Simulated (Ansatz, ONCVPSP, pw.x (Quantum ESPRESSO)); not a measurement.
# Which Co potential is closest to all-electron in the bcc crystal?

All use PBE, scalar-relativistic, no spin, cutoffs from each file’s atomic test, pw.x 7.5; 17³ k-points, Fermi–Dirac smearing 0.01 Ry. Δ is the rms difference from all-electron LAPW of the E(V) curves that follow from fits to the pressures, over ±6 % in volume. Mesh and smearing are coarse and serve the comparison alone. The files are a selection: those with a ghost or negative overlap were mostly not run, and those with noisy or unconverged pressures or nearly equal Δ are left out. Spin polarisation is left out.

All-electron: a0 = 2.768 Å (V0 = 10.61 Å³/atom), B0 = 232.6 GPa.

Task: Rank them by Δ, smallest first.
A. optimised norm-conserving Vanderbilt (ONCV), ONCVPSP 4.0.1.1 (patched build), PBE; core [Ne], reference 3s2 3p6 3d7 4s2; waves: 3s+4s: rc 1.20 bohr, ncon 4, nbas 9, qcut 7.9 1/bohr, 2 projectors; 3p: rc 1.15 bohr, ncon 4, nbas 7, qcut 10.6 1/bohr, 2 projectors, debl 0.6 Ha; 3d: rc 1.40 bohr, ncon 4, nbas 9, qcut 10 1/bohr, 1 projector; local part: polynomial inside 0.75 bohr (lpopt 5, dvloc0 0 Ha); core correction: Teter function, fcfact 1.75, rcfact 1.5. In the p channel the program set the typed energies aside and used -2.412, 0.250 Ha.
B. optimised norm-conserving Vanderbilt (ONCV), ONCVPSP 4.0.1.1 (patched build), PBE; core [Ar], reference 3d7 4s1.5; waves: 4s: rc 2.30 bohr, ncon 4, nbas 7, qcut 2.4 1/bohr, 2 projectors, debl 1.8 Ha; p scattering state at 0.07 Ha: rc 2.10 bohr, ncon 4, nbas 9, qcut 4.5 1/bohr, 2 projectors, debl 1.6 Ha; 3d: rc 1.55 bohr, ncon 4, nbas 8, qcut 9.8 1/bohr, 1 projector; local part: polynomial inside 1.25 bohr (lpopt 4, dvloc0 6 Ha); core correction: Teter function, fcfact 5.5, rcfact 1.55. In the p channel the program set the typed energies aside and used 0.050, 1.650 Ha.
C. optimised norm-conserving Vanderbilt (ONCV), ONCVPSP 4.0.1.1 (patched build), PBE; core [Ar], reference 3d7 4s2; waves: 4s: rc 2.50 bohr, ncon 5, nbas 8, qcut 2.9 1/bohr, 2 projectors, debl 1.4 Ha; p scattering state at 0.06 Ha: rc 2.10 bohr, ncon 4, nbas 9, qcut 3.8 1/bohr, 2 projectors, debl 0.4 Ha; 3d: rc 1.40 bohr, ncon 4, nbas 9, qcut 11.9 1/bohr, 1 projector; local part: polynomial inside 1.10 bohr (lpopt 2, dvloc0 1 Ha); core correction: Teter function, fcfact 2, rcfact 1.65.
D. optimised norm-conserving Vanderbilt (ONCV), ONCVPSP 4.0.1.1 (patched build), PBE; core [Ne], reference 3s2 3p6 3d7 4s2; waves: 3s+4s: rc 1.55 bohr, ncon 3, nbas 7, qcut 7.2 1/bohr, 2 projectors; 3p: rc 1.30 bohr, ncon 4, nbas 8, qcut 9.2 1/bohr, 1 projector; 3d: rc 1.35 bohr, ncon 4, nbas 9, qcut 11.3 1/bohr, 1 projector; local part: polynomial inside 1.15 bohr (lpopt 5, dvloc0 3 Ha); core correction: Teter function, fcfact 4.5, rcfact 1.15.

Result: A (2.0 meV/atom), C (3.9 meV/atom), D (6.5 meV/atom), B (10.1 meV/atom).
